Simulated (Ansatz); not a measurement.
## In (Im-3m) under several functionals

Plane-wave DFT in Ansatz with scalar-relativistic PAW potentials. The same structure was relaxed (cell and atoms, symmetry kept) in separate runs at each level. This bcc form isn't the element's structure at ambient conditions. No spin polarisation.

Q: How do the levels PBE, PBEsol, r2SCAN compare?

A:
| level | cutoff (eV) | k mesh | V (Å³/atom) | a (Å) | B0 (GPa) |
| --- | --- | --- | --- | --- | --- |
| PBEsol | 420 | 16×16×16 | 25.862 | 3.726 | – |
| r2SCAN | 500 | 16×16×16 | 26.686 | 3.765 | – |
| PBE | 420 | 16×16×16 | 27.856 | 3.819 | 34 |

The usual order of volumes, PBEsol < PBE, holds here (25.862, 27.856 Å³/atom). As a rule PBEsol, built on the gradient expansion of slowly varying densities, lies between LDA and PBE; PBE's stronger gradient term for exchange weakens bonds. r2SCAN lies 4.2 % under PBE in volume.